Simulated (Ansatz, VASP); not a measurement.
**Two plane-wave programs on TaN**

Contents of INCAR:

```
SYSTEM = TaN
PREC     = Accurate       ! precision mode
ENCUT    = 520            ! plane-wave cutoff, eV
EDIFF    = 1E-6           ! SCF threshold, eV
ISMEAR   = 0              ! smearing method
SIGMA    = 0.15           ! smearing width, eV
LREAL    = .False.        ! projectors in reciprocal space
LASPH    = .True.         ! aspherical terms in the spheres
NELM     = 100            ! most SCF steps
ALGO     = Normal         ! electronic algorithm
ISIF     = 2              ! what is computed and relaxed
LWAVE    = .False.        ! write WAVECAR
LCHARG   = .True.         ! write CHGCAR
GGA      = PS             ! functional
LELF     = .True.         ! ELF
LVHAR    = .True.       
NBANDS   = 24             ! bands
```

KPOINTS

```
Automatic mesh
0
Gamma
  14 14 10
  0 0 0
```

POSCAR

```
TaN
1.0
    0.0000000000     -2.1874436362     -2.1874436362
    0.0000000000      2.1874436362     -2.1874436362
    4.3748872723      0.0000000000      0.0000000000
Ta N
2 2
Direct
    0.5000000000      0.5000000000      0.0000000000
    0.0000000000      0.0000000000      0.5000000000
    0.5000000000      0.5000000000      0.5000000000
    0.0000000000      0.0000000000      0.0000000000
```

Input for Ansatz:

```yaml
crystal:
  lattice:
    - [0.0, -2.1874436362, -2.1874436362]
    - [0.0, 2.1874436362, -2.1874436362]
    - [4.3748872723, 0.0, 0.0]
  atoms:
    - { symbol: Ta, position: [0.5, 0.5, 0.0] }
    - { symbol: Ta, position: [0.0, 0.0, 0.5] }
    - { symbol: "N", position: [0.5, 0.5, 0.5] }
    - { symbol: "N", position: [0.0, 0.0, 0.0] }
basis:
  ecutwfc: 520.0
kpoints:
  mp_grid: { grid: [14, 14, 10] }
hamiltonian:
  xc: pbesol
  pseudopotentials: { kind: paw, azcp: { folder: soft_1 } }
scf:
  occupations: { method: gaussian, width: 0.15 }
output:
  forces: true
  stress: true
  eigenvalues: true
  write_density: true
  write_potential: true
  elf: true
  volumetric_format: npy
```

Alike in both runs: task single point; functional PBEsol; k mesh 14 × 14 × 10; occupations gaussian, width 0.15 eV; no spin polarisation.

```csv
,VASP,Ansatz
version,VASP 6.6.1,Ansatz 0.2.0
potentials or method,"VASP PAW PBE potentials, release 64 (Ta_pv, N)","scalar-relativistic, plane waves, PAW"
plane-wave cutoff (eV),520,520
valence electrons in the cell,32,36
```

|  | VASP | Ansatz | Ansatz less VASP |
| --- | --- | --- | --- |
| gap on the k mesh at the Fermi level (eV) | none | none | - |
| pressure (GPa) | 1.2 | 0.0 | -1.24 |

A gap of «none» marks a metal or a gap that the smearing closes. The two sets of potentials don't hold the same shells in valence. Ansatz warned: «pseudo_functional_mismatch».

Caveats: the PAW data sets were made with another functional, which shifts forces and pressure a little (VASP); the real-space grid breaks the cell's symmetry a little (VASP). Spin-orbit coupling is left out, which matters for the levels of Ta.
